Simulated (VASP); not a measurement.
Wanted: the native input for a VASP 6.6.1 run.

* Task: relaxation of cell and atoms
* Functional: PBE
* Potentials or basis: VASP PAW PBE potentials, release 64 (Sn_d, Se)
* Cutoff: 600 eV
* k mesh: 9 × 9 × 5
* Occupations: gaussian, width 0.03 eV
* Spin: no spin polarisation
* Further INCAR settings: ALGO = Normal; EDIFF = 1e-07; IBRION = 2; EDIFFG = -0.005; NSW = 90; ISIF = 3

The structure of SnSe2 lies in POSCAR:

```
SnSe2                                   
1.0
    3.8720947414      0.0000000000      0.0000000000
   -1.9360473707      3.3533324119      0.0000000000
   -0.0000000000      0.0000000000      6.9336361972
  Sn              Se            
     1     2
Direct
     0.0000000000000000    0.0000000000000000    0.0000000000000000
     0.3333333332999970    0.6666666667000030    0.2302263401283038
     0.6666666667000030    0.3333333332999970    0.7697736598716962
```

The input as run:

INCAR

```
SYSTEM = SnSe2
PREC = Accurate ; ENCUT = 600
EDIFF = 1E-7 ; ISMEAR = 0
SIGMA = 0.03 ; LREAL = .False.
LASPH = .True. ; NELM = 80
ALGO = Normal ; ISIF = 3
LWAVE = .False. ; LCHARG = .False.
GGA = PE ; IBRION = 2
NSW = 90 ; EDIFFG = -0.005
```

KPOINTS

```
Automatic mesh
0
Gamma
  9 9 5
  0 0 0
```

Potentials or basis: VASP PAW PBE potentials, release 64 (Sn_d, Se).

The run is started by

```sh
$ cat potpaw_PBE.64/Sn_d/POTCAR potpaw_PBE.64/Se/POTCAR > POTCAR
$ mpirun -np 1 vasp_std > vasp.out
```

Results of the run:

| Quantity | Value |
| --- | --- |
| Relaxed volume | 30.03 Å³/atom |
| Relaxed cell | a = 3.874 Å, b = 3.874 Å, c = 6.933 Å, α = 90.00°, β = 90.00°, γ = 120.00° |
| Space group after relaxing (to 0.05 Å) | P-3m1 (No. 164) |
| Energy gained by relaxing | 0.0 meV/atom |
| Ionic steps | 4 |
| Pressure after relaxing | 0.0 GPa |
| Band gap on the k mesh | 0.73 eV, indirect (least direct gap 1.10 eV) |

Caveat: spin-orbit coupling is left out, which moves the levels of the heavy elements; an odd mesh through Γ misses points on the zone boundary, where band edges often lie; this functional lacks dispersion, which binds the layers, so the pressure and a relaxed spacing across them are unreliable.

Wall time 69 s on 1 thread of Intel(R) Xeon(R) 6975P-C (Granite Rapids), on a shared host, peak memory 0.29 GiB.
